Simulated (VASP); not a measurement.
Set up this calculation in VASP 6.6.1, as the native input.

```yaml
Task: single point
Functional: PBEsol
Potentials_or_basis: VASP PAW PBE potentials, release 64 (W_sv, C)
Cutoff: 520 eV
k_mesh: 10 × 10 × 9
Occupations: fermi-dirac, width 0.05 eV
Spin: no spin polarisation
Ladder: free
Further_INCAR_settings: ALGO = Normal; EDIFF = 1e-07; NBANDS = 16
```

The structure of WC (Qusongite) lies in POSCAR:

```
WC
1.0
    2.9065000000      0.0000000000      0.0000000000
   -1.4532500000      2.5171028361      0.0000000000
    0.0000000000      0.0000000000      2.8366000000
W C
1 1
Direct
    0.0059450000      0.0066780000      0.0194740000
    0.6820890000      0.3248480000      0.5199400000
```

The cell isn't the ideal one: atoms moved at random, drawn with an rms of 0.05 Å.

These files were run (other wordings do the same):

INCAR

```
ALGO = Normal
EDIFF = 1E-7
ENCUT = 520
GGA = PS
ISIF = 2
ISMEAR = -1
LASPH = T
LCHARG = T
LELF = T
LREAL = F
LVHAR = T
LWAVE = F
NBANDS = 16
NELM = 60
PREC = Accurate
SIGMA = 0.05
```

KPOINTS

```
k-points
0
Gamma
  10 10 9
```

Potentials or basis: VASP PAW PBE potentials, release 64 (W_sv, C).

Command:

```sh
$ cat potpaw_PBE.64/W_sv/POTCAR potpaw_PBE.64/C/POTCAR > POTCAR
$ mpirun -np 1 vasp_std > vasp.out
```

Results of the run:

| Quantity | Value |
| --- | --- |
| Pressure | -1.6 GPa |
| Largest force | 1.031 eV/Å |
| Band gap on the k mesh | none (metal or under the smearing width) |

Caveat: the PAW data sets were made with another functional, which shifts forces and pressure a little.

It took 64 s on 1 thread of Intel(R) Xeon(R) Platinum 8488C (Sapphire Rapids), on a shared host, peak memory 0.26 GiB.
